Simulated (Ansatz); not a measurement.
Input and command of a calculation in Ansatz (plane waves; scalar-relativistic PAW potentials unless the input names others):

```yaml
crystal:
  lattice:
    - [3.609985563, 0.0, 0.0]
    - [-1.8049927815, 3.1263392049, 0.0]
    - [0.0, 0.0, 5.7617705908]
  atoms:
    - { symbol: Hf, position: [0.0, 0.0, 0.0] }
    - { symbol: S, position: [0.6666666667, 0.3333333333, 0.7476785489] }
    - { symbol: S, position: [0.3333333333, 0.6666666667, 0.2523214511] }
basis:
  ecutwfc: "800 eV"
kpoints:
  mp_grid: { grid: [6, 6, 4] }
hamiltonian:
  xc: pbe
  dispersion: d3bj
scf:
  occupations: { method: tetrahedron }
output:
  forces: true
  eigenvalues: true
  stress: true
```

```bash
ansatz run input.yaml --threads 2 --pin off --max-ram 5120MiB --backend cpu --events-out ev --progress --plain --runs-dir out
```

Abridged log:
```
Warning: output.forces, output.stress, relax.cell or npt_langevin: where a Kohn–Sham band that disperses or a degenerate level is filled in part under the method tetrahedron, the forces or the stress that this run publishes need not agree with its energy (scf.occupations.method in the input reference, under Limitations); prefer a smearing scheme for the forces or the stress
Basis set: ecut = 800 eV, 3381 PW (Γ), exchange–correlation on 72×72×108 points (8 copies of the dense FFT grid, shifted against one another)
Bands: 23, of which v1, the nominal top of the filled ones, is band 19 counted from 1 (18 counted from 0)
Symmetry: 12 space group operations
k-points: 24 of 144
SCF iter   1: F=—  HF=-17531.154811 eV  |F-HF|=—  |Δ(HF+E_count)|=         —  Δρ=1.44e-3  dr2=6.98e-4  ethr=1.77e-3  ⟨swp⟩=6.0  Hψ=2401  notcnv=0
SCF iter   2: F=—  HF=-17531.154503 eV  |F-HF|=—  |Δ(HF+E_count)|=   3.08e-4  Δρ=9.03e-4  dr2=2.85e-4  ethr=1.84e-6  ⟨swp⟩=2.8  Hψ=1367  notcnv=0
SCF iter   3: F=—  HF=-17531.154794 eV  |F-HF|=—  |Δ(HF+E_count)|=   2.91e-4  Δρ=2.74e-4  dr2=6.28e-5  ethr=7.50e-7  ⟨swp⟩=2.7  Hψ=1027  notcnv=0
SCF iter   4: F=—  HF=-17531.154820 eV  |F-HF|=—  |Δ(HF+E_count)|=   2.53e-5  Δρ=9.37e-5  dr2=1.56e-5  ethr=1.65e-7  ⟨swp⟩=2.1  Hψ=1011  notcnv=0
SCF iter   5: F=—  HF=-17531.154821 eV  |F-HF|=—  |Δ(HF+E_count)|=   1.66e-6  Δρ=5.08e-5  dr2=3.00e-6  ethr=4.10e-8  ⟨swp⟩=2.0  Hψ=767  notcnv=0
SCF iter   6: F=—  HF=-17531.154824 eV  |F-HF|=—  |Δ(HF+E_count)|=   2.47e-6  Δρ=1.27e-5  dr2=1.44e-7  ethr=7.90e-9  ⟨swp⟩=2.9  Hψ=1035  notcnv=0
SCF iter   7: F=-17531.154824 eV  HF=-17531.154824 eV  |F-HF|=1.64e-8  |Δ(HF+E_count)|=   1.97e-7  Δρ=3.90e-6  dr2=1.57e-8  ethr=2.63e-10  ⟨swp⟩=4.3  Hψ=1994  notcnv=0
SCF 1 converged in 7 iterations: F = -17531.154824 eV  dr2 = 1.57e-8
SCF converged after 7 iterations
Stability not checked: this state was not tested for a lower state beside it, because cold or Methfessel-Paxton smearing, or corrected tetrahedra, fill the levels in a way that the test cannot read (fill_not_monotonic; see scf.lower_state_search)
Free energy (F): -17531.154824 eV
Harris-Foulkes:  -17531.154824 eV  (|F-HF|=1.64e-8)
Internal energy: -17531.154824 eV  (E = F + TS)
E sigma→0 (E₀):  -17531.154824 eV
Fermi energy:    9.659864 eV
  E_disp       = -1.021341  (pairwise vdW)
--- Forces (eV/Å), atoms counted from 1 ---
  atom   1  Hf     0.00000000     0.00000000     0.00000000
  atom   2  S      0.00000000     0.00000000     0.00313043
  atom   3  S      0.00000000     0.00000000    -0.00313043
--- Stress (GPa, compression-positive) ---
        0.002032       0.000000       0.000000
        0.000000       0.002032       0.000000
        0.000000       0.000000      -0.009824
  P = ⅓ Tr σ = -0.0019 GPa (-0.019 kbar)
```

Apart from outputs, empty bands and the relaxation, which only the reference makes, the input differs from a reference run on usual settings in basis.ecutwfc: 420 → "800 eV"; scf.occupations.width: 0.02 → not typed; scf.occupations.method: "gaussian" → "tetrahedron". The reference, at the same geometry, ended its own course with pressure 0.00 GPa, largest force 0.002 eV/Å, gap on the mesh 0.85 eV. This run converged in 7 SCF iterations with an energy at zero smearing 0.81 meV/atom below the reference's, pressure 0.00 GPa, largest force 0.003 eV/Å, gap on the mesh 0.85 eV.

Time: 2.6 s on 2 threads of Arm Neoverse V1, on a shared host, peak memory 0.43 GiB.